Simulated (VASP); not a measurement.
# Li (Im-3m) in VASP: further runs

The runs below take Li through single point, atomic charges, relaxation of the atoms, with LDA, PBE+rVV10.

Everything below comes from runs of VASP 6.6.1. Logs are shortened: lines on timing, memory, paths and dates and some standing lists are left out, and cuts for length are marked.

## (1) The structure

Symmetry: Im-3m, No. 229, cubic system. The conventional cell has a = 3.509 Å, b = 3.509 Å, c = 3.509 Å, α = 90.00°, β = 90.00°, γ = 90.00°. Around Li (site symmetry m-3m) lie 8 Li at 3.04 Å.

## (2) Single point, LDA

run.py

```python
from ase import Atoms
from ase.calculators.vasp import Vasp
from ase.dft.bandgap import bandgap

atoms = Atoms(
    ['Li'],
    cell=[[-1.75465, 1.75465, 1.75465], [1.75465, -1.75465, 1.75465], [1.75465, 1.75465, -1.75465]],
    scaled_positions=[[0.0, 0.0, 0.0]],
    pbc=True,
)
calc = Vasp(
    directory='calc',
    xc='lda',
    pp='LDA',
    setups={'base': 'minimal', 'Li': '_GW'},
    prec='Accurate',
    encut=550,
    ediff=1e-06,
    ismear=0,
    sigma=0.02,
    lreal=False,
    lasph=True,
    nelm=80,
    algo='Normal',
    isif=2,
    lwave=False,
    lcharg=False,
    kpts=[11, 11, 11],
    gamma=True,
)
atoms.calc = calc

print('energy (eV):', atoms.get_potential_energy())
print('free energy (eV):', atoms.get_potential_energy(force_consistent=True))
print('forces (eV/A):')
print(atoms.get_forces())
print('stress (eV/A^3, Voigt):', atoms.get_stress())
print('Fermi level (eV):', calc.get_fermi_level())
gap, top, bottom = bandgap(calc)
print('band gap (eV):', gap, 'from (spin, k, band)', top, 'to', bottom)
```

Potentials or basis: VASP PAW LDA potentials, release 64 (Li_GW).

The run is started by

```console
> python run.py
```

What it wrote:

```text
energy (eV): -2.03262131
free energy (eV): -2.03278307
forces (eV/A):
[[-0.  0. -0.]]
stress (eV/A^3, Voigt): [ 0.00969722  0.00969722  0.00969722 -0.          0.         -0.        ]
Fermi level (eV): -0.25746402
band gap (eV): 0.0 from (spin, k, band) (None, None, None) to (None, None, None)
```

OUTCAR:

```text
ENCUT = 550.000000
   EDIFF = 1.00e-06
   PREC = Accurate
   ISIF = 2
   ISMEAR = 0
   NELM = 80
   LASPH = .TRUE.
   LREAL = .FALSE.

 ion  position               nearest neighbor table
   1  0.000  0.000  0.000-

  LATTYP: Found a body centered cubic cell.
 ALAT       =     3.5093000000

  Lattice vectors:

 A1 = (  -1.7546500000,   1.7546500000,   1.7546500000)
 A2 = (   1.7546500000,  -1.7546500000,   1.7546500000)
 A3 = (   1.7546500000,   1.7546500000,  -1.7546500000)

Analysis of symmetry for initial positions (statically):
=====================================================================
 Subroutine PRICEL returns:
 Original cell was already a primitive cell.

 Routine SETGRP: Setting up the symmetry group for a
 body centered cubic supercell.

 Subroutine GETGRP returns: Found 48 space group operations
 (whereof 48 operations were pure point group operations)
 out of a pool of 48 trial point group operations.

The static configuration has the point symmetry O_h .

Analysis of symmetry for dynamics (positions and initial velocities):
=====================================================================
 Subroutine PRICEL returns:
 Original cell was already a primitive cell.

 Routine SETGRP: Setting up the symmetry group for a
 body centered cubic supercell.

 Subroutine GETGRP returns: Found 48 space group operations
 (whereof 48 operations were pure point group operations)
 out of a pool of 48 trial point group operations.

[... 114 lines left out ...]
   EFERMI_NEDOS =   21; number of points for ismear=-14 and -15
   IALGO  =     38    algorithm
   IMIX   =      4    mixing-type and parameters
     AMIX     =   0.40;   BMIX     =  1.00
     AMIX_MAG =   1.60;   BMIX_MAG =  1.00
  volume/ion in A,a.u.               =      21.61       145.82
  Fermi-wavevector in a.u.,A,eV,Ry     =   0.587757  1.110699  4.700242  0.345458
  Thomas-Fermi vector in A             =   1.634755
   LORBIT       =      0    0 simple, 1 ext, 2 COOP (PROOUT), +10 PAW based schemes
   GGA     = CA    functional components
   LHFCALC =     F    Hartree Fock is set to
   AEXX    =    0.0000 exact exchange contribution
   IVDW    =     0    specifies the selected vdW correction
   LEPSILON=     F    determine dielectric tensor
   LRPA    =     F    only Hartree local field effects (RPA)
 non-spin polarized calculation
 Gauss-broadening in eV      SIGMA  =   0.02
  energy-cutoff  :      550.00
  volume of cell :       21.61
 maximum number of plane-waves:       650
   NGX = 11   NGY = 11   NGZ = 11

 number of electron       1.0000000 magnetization

 Free energy of the ion-electron system (eV)
  ---------------------------------------------------
  ext. energy  EPLUGINS =         0.00000000
  ---------------------------------------------------
  free energy    TOTEN  =        -2.03278307 eV

  energy without entropy =       -2.03245955  energy(sigma->0) =       -2.03262131

 E-fermi :  -0.2575     XC(G=0):  -6.7570

 val. band max:       -0.2687905790   @ k =  -0.3636   0.4545   0.0909
 cond. band min:      -0.2348242302   @ k =   0.4545   0.0000   0.0000
 fundamental gap:      0.0339663488
 Fermi energy:        -0.2574640192

 k-point     1 :       0.0000    0.0000    0.0000
  band No.  band energies     occupation
      1      -3.6829      2.00000
      2      13.4712      0.00000
      3      13.4712      0.00000
      4      13.4712      0.00000
[... 155 lines left out ...]
 k-point    24 :       0.3636    0.1818    0.0909
  band No.  band energies     occupation
      1       0.9401      0.00000
      2       2.8754      0.00000
      3       6.1902      0.00000
      4       8.4985      0.00000

 [... further k-points ...]
[... 5 lines left out ...]
  --------------------------------------------------------------------------------------
  -------------------------------------------------------------------------------------
  Total       -0.2095456     -0.2095456     -0.2095456      0.0000000      0.0000000     -0.0000000
  in kB      -15.5366594    -15.5366594    -15.5366594      0.0000000      0.0000000     -0.0000000
  external PRESSURE =     -15.5366594 kB  Pullay stress =       0.0000000 kB

 VOLUME and BASIS-vectors are now :
 -----------------------------------------------------------------------------
  energy-cutoff  :      550.00
  volume of cell :       21.61
      direct lattice vectors                 reciprocal lattice vectors
    -1.754650000  1.754650000  1.754650000     0.000000000  0.284957114  0.284957114
     1.754650000 -1.754650000  1.754650000     0.284957114  0.000000000  0.284957114
     1.754650000  1.754650000 -1.754650000     0.284957114  0.284957114  0.000000000

 POSITION                                       TOTAL-FORCE (eV/Angst)
 -----------------------------------------------------------------------------------
      0.00000      0.00000      0.00000        -0.000000      0.000000     -0.000000
 -----------------------------------------------------------------------------------
    total drift:                                0.000000      0.000000      0.000000

  FREE ENERGIE OF THE ION-ELECTRON SYSTEM (eV)
  ---------------------------------------------------
  free  energy   TOTEN  =        -2.0327830674 eV

  energy  without entropy=       -2.0324595456  energy(sigma->0) =       -2.03262131
```

INCAR:

```text
ENCUT = 550.000000
SIGMA = 0.020000
EDIFF = 1.00e-06
ALGO = Normal
PREC = Accurate
ISIF = 2
ISMEAR = 0
NELM = 80
LASPH = .TRUE.
LCHARG = .FALSE.
LWAVE = .FALSE.
LREAL = .FALSE.
```

Wall time 3.6 s (1 thread of Intel Xeon 6975P-C (Granite Rapids), shared host); peak memory 0.11 GiB.

Results:

```yaml
Free_energy: -2.0328 eV
Pressure: -1.6 GPa
Band_gap_on_the_k_mesh: none (metal or under the smearing width)
```

## (3) Atomic charges, PBE+rVV10

INCAR

```
PREC = Accurate ; ENCUT = 520
EDIFF = 1E-6 ; ISMEAR = -5
SIGMA = 0.05 ; LREAL = False
LASPH = True ; NELM = 100
ALGO = Normal ; ISIF = 2
LWAVE = False ; LCHARG = True
GGA = PE ; LUSE_VDW = True
IVDW_NL = 2 ; BPARAM = 10.0
CPARAM = 0.0093 ; LORBIT = 10
LELF = True ; LVHAR = True
```

Li.cif

```cif
data_Li
_cell_length_a 3.50930000
_cell_length_b 3.50930000
_cell_length_c 3.50930000
_cell_angle_alpha 90.00000000
_cell_angle_beta 90.00000000
_cell_angle_gamma 90.00000000
_space_group_name_H-M_alt 'Im-3m'
_space_group_name_Hall '-I 4 2 3'
_space_group_IT_number 229
loop_
_space_group_symop_operation_xyz
'x,y,z'
'-x,-y,-z'
'-y,x,z'
'y,-x,-z'
'-x,-y,z'
'x,y,-z'
'y,-x,z'
'-y,x,-z'
'x,-y,-z'
'-x,y,z'
'-y,-x,-z'
'y,x,z'
'-x,y,-z'
'x,-y,z'
'y,x,-z'
'-y,-x,z'
'z,x,y'
'-z,-x,-y'
'z,-y,x'
'-z,y,-x'
'z,-x,-y'
'-z,x,y'
'z,y,-x'
'-z,-y,x'
'-z,x,-y'
'z,-x,y'
'-z,-y,-x'
'z,y,x'
'-z,-x,y'
'z,x,-y'
'-z,y,x'
'z,-y,-x'
'y,z,x'
'-y,-z,-x'
'x,z,-y'
'-x,-z,y'
'-y,z,-x'
'y,-z,x'
'-x,z,y'
'x,-z,-y'
'-y,-z,x'
'y,z,-x'
'-x,-z,-y'
'x,z,y'
'y,-z,-x'
'-y,z,x'
'x,-z,y'
'-x,z,-y'
'x+1/2,y+1/2,z+1/2'
'-x+1/2,-y+1/2,-z+1/2'
'-y+1/2,x+1/2,z+1/2'
'y+1/2,-x+1/2,-z+1/2'
'-x+1/2,-y+1/2,z+1/2'
'x+1/2,y+1/2,-z+1/2'
'y+1/2,-x+1/2,z+1/2'
'-y+1/2,x+1/2,-z+1/2'
'x+1/2,-y+1/2,-z+1/2'
'-x+1/2,y+1/2,z+1/2'
'-y+1/2,-x+1/2,-z+1/2'
'y+1/2,x+1/2,z+1/2'
'-x+1/2,y+1/2,-z+1/2'
'x+1/2,-y+1/2,z+1/2'
'y+1/2,x+1/2,-z+1/2'
'-y+1/2,-x+1/2,z+1/2'
'z+1/2,x+1/2,y+1/2'
'-z+1/2,-x+1/2,-y+1/2'
'z+1/2,-y+1/2,x+1/2'
'-z+1/2,y+1/2,-x+1/2'
'z+1/2,-x+1/2,-y+1/2'
'-z+1/2,x+1/2,y+1/2'
'z+1/2,y+1/2,-x+1/2'
'-z+1/2,-y+1/2,x+1/2'
'-z+1/2,x+1/2,-y+1/2'
'z+1/2,-x+1/2,y+1/2'
'-z+1/2,-y+1/2,-x+1/2'
'z+1/2,y+1/2,x+1/2'
'-z+1/2,-x+1/2,y+1/2'
'z+1/2,x+1/2,-y+1/2'
'-z+1/2,y+1/2,x+1/2'
'z+1/2,-y+1/2,-x+1/2'
'y+1/2,z+1/2,x+1/2'
'-y+1/2,-z+1/2,-x+1/2'
'x+1/2,z+1/2,-y+1/2'
'-x+1/2,-z+1/2,y+1/2'
'-y+1/2,z+1/2,-x+1/2'
'y+1/2,-z+1/2,x+1/2'
'-x+1/2,z+1/2,y+1/2'
'x+1/2,-z+1/2,-y+1/2'
'-y+1/2,-z+1/2,x+1/2'
'y+1/2,z+1/2,-x+1/2'
'-x+1/2,-z+1/2,-y+1/2'
'x+1/2,z+1/2,y+1/2'
'y+1/2,-z+1/2,-x+1/2'
'-y+1/2,z+1/2,x+1/2'
'x+1/2,-z+1/2,y+1/2'
'-x+1/2,z+1/2,-y+1/2'
loop_
_atom_site_label
_atom_site_type_symbol
_atom_site_symmetry_multiplicity
_atom_site_Wyckoff_symbol
_atom_site_fract_x
_atom_site_fract_y
_atom_site_fract_z
_atom_site_occupancy
Li1 Li 2 a 0.0000000000 0.0000000000 0.0000000000 1
```

KPOINTS

```
regular mesh
0
Gamma
  8 8 8
```

POSCAR

```
Li
 1.0000000000000000
     3.5093000000000001    0.0000000000000000    0.0000000000000000
     0.0000000000000000    3.5093000000000001    0.0000000000000000
     0.0000000000000000    0.0000000000000000    3.5093000000000001
 Li 
   2
Cartesian
  0.0000000000000000  0.0000000000000000  0.0000000000000000
  1.7546500000000000  1.7546500000000000  1.7546500000000000
```

Potentials or basis: VASP PAW PBE potentials, release 64 (Li_sv).

The run is started by

```console
> ase convert -i cif -o vasp Li.cif POSCAR
> cat potpaw_PBE.64/Li_sv/POTCAR > POTCAR
> mpirun -np 1 vasp_std > vasp.out
```

OUTCAR:

```text
PREC = Accurate
   ENCUT = 520
   EDIFF = 1E-6
   ISMEAR = -5
   LREAL = False
   LASPH = True
   NELM = 100
   ISIF = 2
   GGA = PE
   IVDW_NL = 2
   BPARAM = 10.0
   LORBIT = 10

 ion  position               nearest neighbor table
   1  0.000  0.000  0.000-
   2  0.500  0.500  0.500-

  LATTYP: Found a simple cubic cell.
[... 452 lines left out ...]

 [... further k-points ...]
[... 5 lines left out ...]
  --------------------------------------------------------------------------------------
  -------------------------------------------------------------------------------------
  Total       -0.2526338     -0.2526338     -0.2526338     -0.0000000     -0.0000000      0.0000000
  in kB       -9.3657075     -9.3657075     -9.3657075     -0.0000000     -0.0000000      0.0000000
  external PRESSURE =      -9.3657075 kB  Pullay stress =       0.0000000 kB

 VOLUME and BASIS-vectors are now :
 -----------------------------------------------------------------------------
  energy-cutoff  :      520.00
  volume of cell :       43.22
      direct lattice vectors                 reciprocal lattice vectors
     3.509300000  0.000000000  0.000000000     0.284957114  0.000000000  0.000000000
     0.000000000  3.509300000  0.000000000     0.000000000  0.284957114  0.000000000
     0.000000000  0.000000000  3.509300000     0.000000000  0.000000000  0.284957114

 POSITION                                       TOTAL-FORCE (eV/Angst)
 -----------------------------------------------------------------------------------
      0.00000      0.00000      0.00000        -0.000000     -0.000000     -0.000000
      1.75465      1.75465      1.75465         0.000000      0.000000      0.000000
 -----------------------------------------------------------------------------------
    total drift:                                0.000000      0.000000      0.000000

  FREE ENERGIE OF THE ION-ELECTRON SYSTEM (eV)
  ---------------------------------------------------
  free  energy   TOTEN  =        -3.5772623989 eV

  energy  without entropy=       -3.5772623989  energy(sigma->0) =       -3.57726240

 total charge

# of ion       s       p       d       tot
------------------------------------------
    1        2.030   0.038   0.000   2.068
    2        2.030   0.038   0.000   2.068
--------------------------------------------------
tot          4.061   0.076   0.000   4.137
```

OSZICAR:

```text
N       E                     dE             d eps       ncg     rms          rms(c)
DAV:   1     0.446351497749E+01    0.44635E+01   -0.24108E+03   490   0.776E+02
DAV:   2    -0.212693001319E+01   -0.65904E+01   -0.64108E+01   651   0.783E+01
DAV:   3    -0.347913439769E+01   -0.13522E+01   -0.13466E+01   749   0.305E+01
DAV:   4    -0.358028080365E+01   -0.10115E+00   -0.99828E-01   665   0.649E+00
DAV:   5    -0.358093116820E+01   -0.65036E-03   -0.63569E-03   658   0.741E-01    0.365E-01
DAV:   6    -0.357848088812E+01    0.24503E-02   -0.69767E-04   882   0.193E-01    0.207E-01
DAV:   7    -0.357725334478E+01    0.12275E-02   -0.13885E-03   966   0.254E-01    0.350E-02
DAV:   8    -0.357726280332E+01   -0.94585E-05   -0.15325E-04   616   0.118E-01    0.520E-03
DAV:   9    -0.357726239885E+01    0.40446E-06   -0.31283E-06   672   0.149E-02
   1 F= -.35772624E+01 E0= -.35772624E+01  d E =0.000000E+00
```

It took 14 s on 1 thread of Intel Xeon 6975P-C (Granite Rapids), shared host; peak memory 0.24 GiB.

Results:

```yaml
Free_energy: -3.5773 eV
Band_gap_on_the_k_mesh: none (metal or under the smearing width)
Valence_electrons_inside_the_program's_atomic_spheres: Li 2.07
```

Caveat: the cutoff is under 1.25 times the usual one of these potentials, so pressure, stress and relaxed cells hold a basis-set (Pulay) error; tetrahedron occupations give inexact forces and stress in metals.

## (4) Relaxation of the atoms, LDA (volume scaled by 1.25)

INCAR

```
  ALGO = Fast
  EDIFF = 1E-7
  EDIFFG = -0.02
  ENCUT = 520
  GGA = CA
  IBRION = 2
  ISIF = 2
  ISMEAR = 0
  LASPH = T
  LCHARG = F
  LREAL = F
  LWAVE = F
  NELM = 80
  NSW = 60
  PREC = Accurate
  SIGMA = 0.05
```

KPOINTS

```
k-points
0
Gamma
  11 11 11
```

POSCAR

```
Li
1.0
   -1.8901394144      1.8901394144      1.8901394144
    1.8901394144     -1.8901394144      1.8901394144
    1.8901394144      1.8901394144     -1.8901394144
Li
1
Cartesian
    0.0000000000      0.0000000000      0.0000000000
```

Potentials or basis: VASP PAW LDA potentials, release 64 (Li_sv).

The run is started by

```console
> cat potpaw_LDA.64/Li_sv/POTCAR > POTCAR
> mpirun -np 1 vasp_std > vasp.out
```

It took 4.9 s on 1 thread of Intel Xeon Platinum 8488C (Sapphire Rapids), shared host; peak memory 0.11 GiB.

It converged, with:

```yaml
Free_energy: -1.9537 eV
Band_gap_on_the_k_mesh: none (metal or under the smearing width)
```

Final structure:
```xyz
1
Lattice="-1.8901 1.8901 1.8901 1.8901 -1.8901 1.8901 1.8901 1.8901 -1.8901" Properties=species:S:1:pos:R:3 pbc="T T T"
Li    0.0000    0.0000    0.0000
```

Levels at points of the mesh, in eV from the Fermi level:
| k point | band 1 | band 2 | band 3 | band 4 | band 5 |
| --- | --- | --- | --- | --- | --- |
| (0.00, 0.00, 0.00) | -46.16 | -3.13 | 11.65 | 11.65 | 11.65 |

Caveat: the cutoff is under 1.25 times the usual one of these potentials, so pressure, stress and relaxed cells hold a basis-set (Pulay) error; the relaxation stopped at its first step, so nothing moved.

## (5) The reference run

An earlier run on the cell as given: functional PBE; potentials or basis VASP PAW PBE potentials, release 64 (Li_sv); cutoff 520 eV; k mesh 11 × 11 × 11; occupations fermi-dirac, width 0.05 eV; no spin polarisation.

* Band gap on the k mesh: none (metal or under the smearing width)

## (6) Overview

```tsv
task	level	potentials or basis	cell	k mesh	cutoff (eV)	smearing	gap on the mesh (eV)
single point	LDA	VASP PAW LDA potentials, release 64 (Li_GW)	as given	11 × 11 × 11	550	gaussian 0.02 eV	none
atomic charges	PBE+rVV10	VASP PAW PBE potentials, release 64 (Li_sv)	as given	8 × 8 × 8	520	tetrahedron	none
relaxation of the atoms	LDA	VASP PAW LDA potentials, release 64 (Li_sv)	atoms relaxed from: volume scaled by 1.25	11 × 11 × 11	520	gaussian 0.05 eV	none
single point	PBE	VASP PAW PBE potentials, release 64 (Li_sv)	as given	11 × 11 × 11	520	fermi-dirac 0.05 eV	none
```

Alike in all rows: no spin polarisation.

Caveats: the cutoff is under 1.25 times the usual one of these potentials, so pressure, stress and relaxed cells hold a basis-set (Pulay) error (some runs); tetrahedron occupations give inexact forces and stress in metals (some runs); the relaxation stopped at its first step, so nothing moved (some runs).

Absolute energies hang on the potentials; compare differences alone.
